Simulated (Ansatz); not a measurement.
# NbN: how the settings move a single-point run

Question: which choices in the input matter for NbN?

Method: reference: DFT, PBE, all-electron LAPW, scalar-relativistic, in Ansatz 0.2.0.

## (1) Starting point

Symmetry: Fm-3m, No. 225, cubic system. Conventional cell: a = 4.475 Å, b = 4.475 Å, c = 4.475 Å, α = 90.00°, β = 90.00°, γ = 90.00°. Nb (site symmetry m-3m) has 6 N at 2.24 Å as nearest neighbours. N (site symmetry m-3m) has 6 Nb at 2.24 Å as nearest neighbours.

Coordinates:

```cif
data_structure
_symmetry_space_group_name_H-M 'P 1'
_symmetry_Int_Tables_number 1
_cell_length_a 3.1644
_cell_length_b 3.1644
_cell_length_c 3.1644
_cell_angle_alpha 60.000
_cell_angle_beta 60.000
_cell_angle_gamma 60.000
_cell_volume 22.40
loop_
_atom_site_label
_atom_site_type_symbol
_atom_site_fract_x
_atom_site_fract_y
_atom_site_fract_z
_atom_site_occupancy
Nb1 Nb 0.50000 0.50000 0.50000 1
N1 N 0.00000 0.00000 0.00000 1
```

## (2) Reference

Contents of input.yaml:

```yaml
crystal:
  lattice:
    - [0.0, 2.2375403388, 2.2375403388]
    - [2.2375403388, 0.0, 2.2375403388]
    - [2.2375403388, 2.2375403388, 0.0]
  atoms:
    - { symbol: Nb, position: [0.5, 0.5, 0.5] }
    - { symbol: "N", position: [0.0, 0.0, 0.0] }
kpoints:
  mp_grid: { grid: [13, 13, 13] }
scf:
  occupations: { method: fermi_dirac, width: 0.08 }
hamiltonian:
  xc: pbe
  pseudopotentials: { kind: all_electron, lapw: { basis_error: 0.00025 } }
output:
  forces: true
  stress: true
  eigenvalues: true
```

Command:

```console
$ ansatz run input.yaml --threads 1 --pin off --max-ram 2048MiB --backend cpu --events-out ev --progress --plain --runs-dir out
```

From the output:

```text
[...]
Basis set: ecut = 351.33818117427035 eV, 331 PW (Γ), exchange–correlation at level 2
[...]
k-points: 84 of 2197
[...]
SCF iter   1: F=—  HF=-105441.198165 eV  |F-HF|=—  |Δ(HF+E_count)|=         —  Δρ=1.59e-1  dr2=7.25e0  ethr=1.91e-2  ⟨swp⟩=2.0  Hψ=22899  notcnv=0
[...]
preconditioner: auto → Kerker (q_TF=auto, 2.979 Å⁻¹)  [metal: Δε(μ)=0.047 eV  Ē_g=16.102 eV  σ=0.080 eV  W_gap=0.15  n_scr=14 (ndim 8)  ℏωp=24.8 eV  f_vac=0.000  D(μ)=0.95/eV (n_scr^D=8)]
[...]
SCF iter   2: F=—  HF=-105437.963508 eV  |F-HF|=—  |Δ(HF+E_count)|=    3.23e0  Δρ=2.61e-2  dr2=9.57e-2  ethr=2.52e-4  ⟨swp⟩=2.0  Hψ=11032  notcnv=0
[...]
SCF iter   9: F=—  HF=-105437.767670 eV  |F-HF|=—  |Δ(HF+E_count)|=   6.58e-8  Δρ=5.63e-5  dr2=9.74e-7  ethr=2.64e-9  ⟨swp⟩=2.0  Hψ=6355  notcnv=0
SCF iter  10: F=-105437.767670 eV  HF=-105437.767670 eV  |F-HF|=4.51e-10  |Δ(HF+E_count)|=   3.48e-7  Δρ=4.55e-6  dr2=2.95e-9  ethr=2.56e-9  ⟨swp⟩=2.0  Hψ=6355  notcnv=0
[...]
SCF converged after 10 iterations
Free energy (F): -105437.767670 eV
[...]
E sigma→0 (E₀):  -105437.757962 eV
[...]
Fermi energy:    21.148386 eV
[...]
  P = ⅓ Tr σ = -10.2907 GPa (-102.907 kbar)
[...]
```

It took 26 s on 1 thread of Arm Neoverse V1, shared host.

## (3) Changed: mp_grid.grid [20, 20, 20]

Changes to input.yaml since step 2:

```diff
@@ -9,3 +9,3 @@
 kpoints:
-  mp_grid: { grid: [13, 13, 13] }
+  mp_grid: { grid: [20, 20, 20] }
 scf:
```

Command:

```console
$ ansatz run input.yaml --threads 1 --pin off --max-ram 2048MiB --backend cpu --events-out ev --progress --plain --runs-dir out
```

Standard output, shortened:

```text
LAPW: plane waves up to 9.603 Å⁻¹, error target 2.5e-4 eV per atom; small_component_spin mean_spin; N in spheres of 1.023 Å, 7 of its electrons in bands, Dirac shells []; Nb in spheres of 1.215 Å, 31 of its electrons in bands, Dirac shells []
[...]
Pseudopotentials: kind: all_electron
Pseudopotential: Nb, LAPW, valence charge 31, Koelling and Harmon's equation, gaussian nucleus
Pseudopotential: N, LAPW, valence charge 7, Koelling and Harmon's equation, gaussian nucleus
Functional definition: PBE
[...]
Crystal: 2 atoms, lattice volume = 22.405 Å³
Basis set: ecut = 351.33818117427035 eV, 331 PW (Γ), exchange–correlation at level 2
Bands: 23, of which v1, the nominal top of the filled ones, is band 19 counted from 1 (18 counted from 0)
Symmetry: 48 space group operations
Space group: Fm-3m (ITA 225), of the structure as read, at distance tolerance 2.8e-5 Å
k-points: 256 of 8000
[...]
SCF iter   1: F=—  HF=-105441.201484 eV  |F-HF|=—  |Δ(HF+E_count)|=         —  Δρ=1.59e-1  dr2=7.25e0  ethr=1.91e-2  ⟨swp⟩=2.0  Hψ=69770  notcnv=0
[...]
the basis was enlarged: its passes take 565.8 KiB over the memory plan, 1 of 1 planned eigensolver slots
[...]
SCF iter  10: F=-105437.765520 eV  HF=-105437.765520 eV  |F-HF|=7.28e-11  |Δ(HF+E_count)|=   2.85e-7  Δρ=4.65e-6  dr2=3.65e-9  ethr=2.12e-9  ⟨swp⟩=2.0  Hψ=19349  notcnv=0
[...]
SCF converged after 10 iterations
Free energy (F): -105437.765520 eV
[...]
E sigma→0 (E₀):  -105437.754816 eV
Entropy (-TS):   -0.021407 eV (-10.704 meV/atom)
Fermi energy:    21.129196 eV
[...]
--- Forces (eV/Å), atoms counted from 1 ---
  atom   1  Nb     0.00000000    -0.00000000    -0.00000000
  atom   2  N     -0.00000000     0.00000000    -0.00000000
[...]
--- Stress (GPa, compression-positive) ---
      -10.235605       0.000000       0.000000
        0.000000     -10.235605      -0.000000
        0.000000      -0.000000     -10.235605
  P = ⅓ Tr σ = -10.2356 GPa (-102.356 kbar)
--- Band table (eV; the first three rows and the last of 256) ---
[...]
```

Wall time 75 s (1 thread of Arm Neoverse V1, shared host).

Changing the k-point mesh moves the energy by +1.1 meV/atom. Sampling errors of the energy have no fixed sign. Cost: 75 s against 26 s.

## (4) All runs together

```csv
run,ending,energy change,pressure (GPa),gap (eV),force (eV/Å),cycles,time
reference,converged,0,-10.3,0.00,0.00,10,26 s
"1: mp_grid.grid [20, 20, 20]",converged,+1.1 meV/atom,-10.2,0.00,0.00,10,75 s
```

Residual by cycle in the longest SCF loop of each run; runs are numbered as in the table. The quantity is the density residual dr2, in eV.

```csv
cycle,reference,run 1
1,7.25,7.25
2,0.0957,0.0944
3,0.568,0.571
4,0.00682,0.00758
5,0.00347,0.00345
6,9.7e-4,0.00103
7,2.8e-5,3.2e-5
8,1.0e-6,1.1e-6
9,9.7e-7,8.1e-7
10,2.9e-9,3.7e-9
```

What this shows: Changing the k-point mesh moves the energy by +1.1 meV/atom. The energy is not variational in the mesh, so the sign tells nothing. Cost: 75 s against 26 s.
